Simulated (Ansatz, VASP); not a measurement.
SnO: energy against volume and a worked fit

The structure is cubic, space group Pm-3m (No. 221). Conventional cell: a = 3.132 Å, b = 3.132 Å, c = 3.132 Å, α = 90.00°, β = 90.00°, γ = 90.00°. Sn (site symmetry m-3m) is surrounded by 8 O at 2.71 Å. O (site symmetry m-3m) has 8 Sn at 2.71 Å as nearest neighbours.

The cell comes from a database or a generator and needn't be the stable form of this composition.

The cell was scaled at fixed shape and fractions and run with VASP, PBE PAW files O, Sn_d, 520 eV; PBE, k mesh 9 × 9 × 9 on the cell of 2 atoms, fermi-dirac occupations of 0.05 eV, no spin polarisation, no spin-orbit coupling. Energies are those that the program minimises, any entropy of the smearing included.

| V (Å³/atom) | energy over the lowest row (meV/atom) |
| --- | --- |
| 14.4389 | 20.134 |
| 14.7461 | 8.786 |
| 15.0533 | ? |
| 15.3605 | 0.000 |
| 15.6677 | 1.584 |
| 15.9749 | 6.608 |
| 16.2822 | 14.692 |

**Question.** Fit the third-order Birch-Murnaghan form, give V0, B0 and B′, and predict the energy left open.

**Answer.** With y = (V0/V)^(2/3), E = E0 + (9 V0 B0/16) [(y - 1)³ B′ + (y - 1)² (6 - 4y)]. Least squares through the rows shown give V0 = 15.3812 Å³/atom, E0 = -0.010 meV, B0 = 99.32 GPa (1 eV/Å³ = 160.218 GPa) and B′ = 4.62, with a largest miss of 0.004 meV. At V = 15.0533 the form with these constants gives 2.246 meV; the run gave 2.241 meV an atom. Other set-ups at this level, from all their volumes (Å³/atom, GPa): Ansatz, Ansatz PAW (earlier soft set): V0 15.356, B0 99.58.
